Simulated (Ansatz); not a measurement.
Crystal: CdO, rock salt type, 2 atoms in the cell.

Level of theory: HSE06, plane waves, PAW datasets (generated soft set 1) (Ansatz).

Cutoff 420 eV; exchange singularity: Wigner-Seitz; k-mesh 4×4×4 Γ-centred; Fermi–Dirac smearing of 0.05 eV; no spin polarisation.

```json
{"V (Å³/atom)": "12.560", "a (Å)": "4.6490", "E − E(min) (meV/atom)": "8.29", "P (GPa)": "5.83"}
{"V (Å³/atom)": "12.969", "a (Å)": "4.6990", "E − E(min) (meV/atom)": "0.00", "P (GPa)": "0.70"}
{"V (Å³/atom)": "13.379", "a (Å)": "4.7479", "E − E(min) (meV/atom)": "3.80", "P (GPa)": "-3.59"}
{"V (Å³/atom)": "13.788", "a (Å)": "4.7959", "E − E(min) (meV/atom)": "17.75", "P (GPa)": "-7.18"}
{"V (Å³/atom)": "14.198", "a (Å)": "4.8429", "E − E(min) (meV/atom)": "39.93", "P (GPa)": "-10.17"}
```

(1) Fit a third-order Birch–Murnaghan equation of state to the energies.

## Answers

(1) V₀ = 13.033 Å³/atom (a₀ = 4.707 Å), B₀ = 147 GPa, B₀′ = 5.06.

The stress includes the program's correction for the finite plane-wave basis.

The k-mesh is coarse, so these values belong to this mesh and can lie far from the converged ones.
